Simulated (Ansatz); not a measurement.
# Ba: pressure and energy less free atoms against volume scale

All results are calculated (Ansatz 0.2.0). Periodic Kohn-Sham DFT of a crystal at fixed atoms, scaled to volume_scale times the given cell; pressure positive in compression, energy less spherical unpolarised free atoms, largest_vzz the field gradient of largest size among the nuclei.

The cell before it is scaled or strained (space group Im-3m, No. 229):
```
cell vectors (Å)
  -2.5000     2.5000     2.5000
   2.5000    -2.5000     2.5000
   2.5000     2.5000    -2.5000
atoms (fractions of the cell vectors)
Ba  0.00000  0.00000  0.00000
```

Settings of every row: method all-electron LAPW; functional PBE; relativity scalar; k mesh 10x10x10; filling fermi-dirac; smearing width 0.05 eV; basis error target 0.5 meV/atom; nucleus gaussian.

Atom start moment: 0 on all atoms.

Limits: no spin-orbit coupling on heavy atoms.

| row | volume scale | V (Å³/atom) | pressure (GPa) | energy less free atoms (eV/atom) |
| --- | --- | --- | --- | --- |
| 1 | 0.96 | 60 | ? | ? |
| 2 | 0.98 | 61.25 | 0.299 | -1.8862 |
| 3 | 1 | 62.5 | 0.11 | -1.8878 |
| 4 | 1.02 | 63.75 | -0.064 | -1.888 |
| 5 | 1.04 | 65 | -0.225 | -1.8868 |

Question: what pressure and energy less free atoms should row 1 give?

Worked fit of pressure. Take u = (V_r/V)^(2/3) − 1 with V_r = 63.125 Å³ an atom, which is twice the finite (Eulerian) strain; such expansions in the strain, on which the Birch-Murnaghan equation of state is built, carry the rest volume and the bulk modulus. The shown rows have u = 0.02031, 0.00666, -0.00655, -0.01932. Least squares give pressure = 0.0212 + 13.196 × u + 23.48 × u² GPa; a straight line predicts inner rows, each left out in turn, worse (root mean square 0.0059 against 0.00039 GPa). All shown rows lie on it to the printed digit. The pressure vanishes at u = -0.0016, or V = 63.28 Å³ an atom, and there the bulk modulus at fixed shape and fractions is B = −V dP/dV = (2/3)(1 + u) dP/du = 8.73 GPa. The withheld row has u = 0.03443, so the fit gives 0.0212 + 13.196 × (0.03443) + 23.48 × (0.03443)² = 0.503 GPa.

The calculation gave 0.503 GPa. The fit meets it to the printed digit. This row lies beyond the range of the fit.

Worked fit of energy less free atoms. Take u = (V_r/V)^(2/3) − 1 with V_r = 63.125 Å³ an atom, which is twice the finite (Eulerian) strain; such expansions in the strain, on which the Birch-Murnaghan equation of state is built, carry the rest volume and the bulk modulus. The shown rows have u = 0.02031, 0.00666, -0.00655, -0.01932. Least squares give energy less free atoms = −1.88807 + 0.0115 × u + 3.992 × u² eV/atom; a straight line predicts inner rows, each left out in turn, worse (root mean square 0.001 against 4.6e-05 eV/atom). All shown rows lie on it to the printed digit. The withheld row has u = 0.03443, so the fit gives −1.88807 + 0.0115 × (0.03443) + 3.992 × (0.03443)² = -1.8829 eV/atom.

The calculation gave -1.8831 eV/atom. The fit lies 0.0002 eV/atom (4.1 % of the column's range) above it; its largest miss of a shown row is 0.0000 eV/atom. This row lies beyond the range of the fit.
